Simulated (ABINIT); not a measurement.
Runs of ABINIT 10.8.3 (patched build) on NaCl. It takes space group Fm-3m (No. 225, cubic). Conventional cell: a = 5.588 Å, b = 5.588 Å, c = 5.588 Å, α = 90.00°, β = 90.00°, γ = 90.00°. Cl (site symmetry m-3m) is surrounded by 6 Na at 2.79 Å. Na (site symmetry m-3m) is surrounded by 6 Cl at 2.79 Å. The cell is a database's computed one.

```csv
task,level,potentials or basis,k mesh,cutoff (eV),fine-grid cutoff,gap on the mesh (eV),pressure (GPa)
band structure,LDA,PseudoDojo NC SR LDA v0.4.1 standard,8 × 8 × 8,1197,-,4.80,-1.8
band structure,LDA-PZ,JTH PAW LDA v2.0,8 × 8 × 8,1225,1836.77 eV,4.79,-1.7
band structure,SOGGA,JTH PAW PBE v2.0,8 × 8 × 8,1088,1687.11 eV,(a),0.2
band structure,PBEsol,PseudoDojo NC SR PBEsol v0.4.1 standard,8 × 8 × 8,1197,-,5.04,0.2
single point,PBEsol,JTH PAW PBE v2.0,6 × 6 × 6,1088,1687.11 eV,5.03,0.4
band structure,BP86,JTH PAW PBE v2.0,8 × 8 × 8,1088,1687.11 eV,(b),1.9
single point,r2SCAN,JTH PAW PBE v2.0,6 × 6 × 6,1306,1959.22 eV,(c),0.4
band structure,PBEsol,JTH PAW PBE v2.0,8 × 8 × 8,1088,1687.11 eV,5.03,0.4
```

Alike in all rows: no spin polarisation; cell as given; smearing fermi-dirac 0.05 eV.

Problem. Estimate the missing entries.

Solution. (a) 5.02; (b) 5.22; (c) 6.01.

Caveats: the PAW data sets were made with another functional, which shifts forces and pressure a little (some runs).

Runs at the PBE level aren't shown here.
